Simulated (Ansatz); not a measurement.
Crystal: BN.

```
CELL_PARAMETERS angstrom
0.00000 1.81300 1.81300
1.81300 0.00000 1.81300
1.81300 1.81300 0.00000
ATOMIC_POSITIONS crystal
N 0.25000 0.25000 0.25000
B 0.00000 0.00000 0.00000
```

The cell is a database's computed one.

Below is the output of Ansatz 0.2.0 for this cell. Logs are shortened: lines on timing, memory, paths and dates and some standing lists are left out, and cuts for length are marked.

```text
Warning: RAYON_NUM_THREADS=1 ignored (pool sized by the plan → 1); use --threads N
LAPW: plane waves up to 10.847 Å⁻¹, error target 1.0e-3 eV per atom; small_component_spin mean_spin; B in spheres of 0.740 Å, 5 of its electrons in bands, Dirac shells []; N in spheres of 0.830 Å, 7 of its electrons in bands, Dirac shells [] (how accurate: hamiltonian.pseudopotentials.lapw.basis_error, Limitations)
Engine: ansatz 0.2.0, aarch64-unknown-linux-gnu
Pseudopotentials: kind: all_electron
Pseudopotential: N, LAPW, valence charge 7, lapw/all_electron/scalar/gaussian/N, Koelling and Harmon's equation, gaussian nucleus
Pseudopotential: B, LAPW, valence charge 5, lapw/all_electron/scalar/gaussian/B, Koelling and Harmon's equation, gaussian nucleus
Functional definition: SPW92
  exchange = slater_x
  correlation = pw_c
this run first makes a single point of its starting geometry on two collinear spin channels, or without spin where it has no moments, for its own SCFs to start from. `scf.lower_state_search: off` leaves that single point out
Crystal: 2 atoms, lattice volume = 11.919 Å³
Basis set: ecut = 448.2698427934813 eV, 259 PW (Γ), exchange–correlation at level 2
Bands: 11, of which v1, the nominal top of the filled ones, is band 6 counted from 1 (5 counted from 0)
Symmetry: 24 space group operations
Space group: F-43m (ITA 216), of the structure as read, at distance tolerance 2.3e-5 Å
Magnetic group: BNS 216.74 (UNI 1576), of the structure as read, at distance tolerance 2.3e-5 Å
k-points: 47 of 1000 (time reversal used)
Non-local potential: N, projectors of the file, none
Non-local potential: B, projectors of the file, none
Initial density: superposition of atomic densities (chi_scale 0.1, normalization cell, long waves kept (reshape's long-wave potential 0.00 eV rms))
Starting moments: Σ|m| = 0.5 μB on 1 of 2 sites
Initial wavefunctions: plane waves of lowest kinetic energy (no species holds an atomic orbital)
Functional: x = slater, c = lda
iter 1 solved again at ethr=1.84e-2 eV; its pass at ethr=1.00e-1 eV (dr2=2.21e0 eV) is discarded
SCF iter   1: F=—  HF=-2153.925122 eV  |F-HF|=—  |Δ(HF+E_count)|=         —  Δρ=9.64e-2 (↑6.27e-2 ↓9.64e-2)  dr2=2.21e0  dr2_m=8.78e-2  M=0.000 μB ∫|m|=0.075 μB  β_m=0.30  ethr=1.84e-2  ⟨swp⟩=2.0  Hψ=7707  notcnv=0
preconditioner: auto → none  [insulator: Δε(μ)=5.641 eV  Ē_g=21.857 eV  σ=0.100 eV  W_gap=1.00  n_scr=0 (ndim 8)  ℏωp=30.4 eV  f_vac=0.000  D(μ)=0.00/eV (n_scr^D=0)  ε∞_Penn≈2.9]
[... 32 lines left out ...]
SCF converged after 2 iterations
Magnetization: |M| = 0.0000 μB,  M = (+0.0000, +0.0000, -0.0000) μB
Absolute magnetization: 0.0000 μB (∫|m|)
  site 0: m = (+0.0000, +0.0000, -0.0000) μB, |m| = 0.0000 μB  (R = 0.83 Å)
  site 1: m = (-0.0000, -0.0000, -0.0000) μB, |m| = 0.0000 μB  (R = 0.74 Å)
Free energy (F): -2152.938056 eV
Harris-Foulkes:  -2152.938056 eV  (|F-HF|=1.32e-11)
Internal energy: -2152.938056 eV  (E = F + TS)
E sigma→0 (E₀):  -2152.938056 eV
Fermi energy:    13.232298 eV
--- Per-component energies (eV) ---
  E_band       = -1013.679979
  E_kinetic    = 2137.739394
  E_xc         = -283.175886
  E_electrostatic = -4007.501563  (all electrons and nuclei)
  E_smearing   = -0.000000  (= −TS)
  E_closure    = 0.000000  (closes the sum)
  E_atoms      = -2133.513677  (free atoms, spherical and without spin; not in F)
  Σ components = -2152.938056   (vs F -2152.938056, Δ=0.00e0)
  Basis errors (estimates in eV, not in F): energy 5.2e-4 per atom: plane waves 5.0e-4 (3.1e-4 summed), levels above the bands 0.0e0, relativity 6.2e-9, radial functions 2.0e-5, core shells 0.0e0; eigenvalues (radial functions only) 5.6e-6; not estimated: angular momenta, meshes, grids; target (lapw.basis_error) 1.0e-3; muffin-tin radii B 0.740 Å, N 0.830 Å
--- Forces (eV/Å), atoms counted from 1 ---
  atom   1  N     -0.00000000    -0.00000000     0.00000000
  atom   2  B      0.00000000    -0.00000000    -0.00000000
  max |Σ_I F_I| component: 4.16e-17 eV/Å
--- Stress (GPa, compression-positive) ---
      -14.094546       0.000000      -0.000000
        0.000000     -14.094546       0.000000
       -0.000000       0.000000     -14.094546
  P = ⅓ Tr σ = -14.0945 GPa (-140.945 kbar)
--- Band table (eV; the first three rows and the last of 47) ---
  k-point 0: bands = ["-360.6896", "-360.6896", "-159.2854", "-159.2854", "-8.9060", "-8.9060", "11.0614", "11.0614", "11.0614", "11.0614", "11.0614", "11.0614", "19.7087", "19.7087", "19.7087", "19.7087", "19.7087", "19.7087", "21.3442", "21.3442"]
  k-point 1: bands = ["-360.6896", "-360.6896", "-159.2854", "-159.2854", "-8.6640", "-8.6640", "9.8088", "9.8088", "10.8081", "10.8081", "10.8081", "10.8081", "19.9938", "19.9938", "20.0887", "20.0887", "20.0887", "20.0887", "22.1048", "22.1048"]
  k-point 2: bands = ["-360.6896", "-360.6896", "-159.2854", "-159.2854", "-7.9511", "-7.9511", "7.1235", "7.1235", "10.2396", "10.2396", "10.2396", "10.2396", "20.4012", "20.4012", "20.8750", "20.8750", "20.8750", "20.8750", "23.6897", "23.6897"]
  k-point 46: bands = ["-360.6896", "-360.6896", "-159.2852", "-159.2852", "-3.0163", "-3.0163", "3.2530", "3.2530", "4.5092", "4.5092", "4.6977", "4.6977", "19.6488", "19.6488", "23.8824", "23.8824", "24.9703", "24.9703", "26.8243", "26.8243"]
```

Task: Write the input and the command behind it.

Result: Band structure with LDA, non-collinear spin, ferromagnetic start. The files as run (others can give the same):

input.yaml
```yaml
crystal:
  lattice:
    - [0.0, 1.813001, 1.813001]
    - [1.813001, 0.0, 1.813001]
    - [1.813001, 1.813001, 0.0]
  atoms:
    - { symbol: "N", position: [0.25, 0.25, 0.25], spin: 0.5, spin_axis: [0.0, 0.0, 1.0] }
    - { symbol: B, position: [0.0, 0.0, 0.0] }
kpoints:
  mp_grid: { grid: [10, 10, 10] }
  band_path:
    path:
      - [0.0, 0.0, 0.0]
      - [0.5, 0.0, 0.5]
      - [0.5, 0.25, 0.75]
      - [0.375, 0.375, 0.75]
      - [0.0, 0.0, 0.0]
      - [0.5, 0.5, 0.5]
      - [0.625, 0.25, 0.625]
      - [0.5, 0.25, 0.75]
    npoints: 10
scf:
  occupations: { method: gaussian, width: 0.1 }
hamiltonian:
  xc: lda
  pseudopotentials: { kind: all_electron, lapw: { basis_error: 0.001 } }
magnetization:
  noncollinear: true
output:
  forces: true
  stress: true
  eigenvalues: true
```

Potentials or basis: all-electron LAPW, scalar-relativistic.
Run with:
```sh
$ ansatz run input.yaml --threads 1 --pin off --max-ram 3072MiB --backend cpu --events-out ev --progress --plain --runs-dir out
```

Caveat: the starting moments weren't kept.
